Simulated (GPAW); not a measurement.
WS2, 3 atoms in the cell. The cell holds a slab with vacuum, 3 atoms: a = 3.184 Å, b = 3.184 Å, c = 16.951 Å, α = 90.00°, β = 90.00°, γ = 120.00°. 

```yaml
Program: GPAW 26.7.0
Task: band structure
Functional: PBEsol
Potentials_or_basis: PAW data sets generated in the run's folder for this functional
Cutoff: 600 eV
Basis: pw
k_mesh: 8 × 8 × 2
Occupations: fermi-dirac, width 0.05 eV
Spin: no spin polarisation
Hubbard_terms: W d U = 6 eV
Maxiter: 150
Band_path: GMKGALHA,LM,KH
Band_points: 100
```

Potentials or basis: PAW data sets generated in the run's folder for this functional, pw.

Launch:

```sh
$ gpaw-setup -f PBEsol S W
$ OMP_NUM_THREADS=1 python run.py
```

Hardware: 1 thread of Arm Neoverse V1 (shared host).

Q: How long does it take, and how much memory?

A: Run time: 4.6 min on 1 thread of Arm Neoverse V1, with other jobs on the host, peak memory 0.76 GiB. Counts: scf iterations 20, plane waves 4997, bands 25, k points 20.
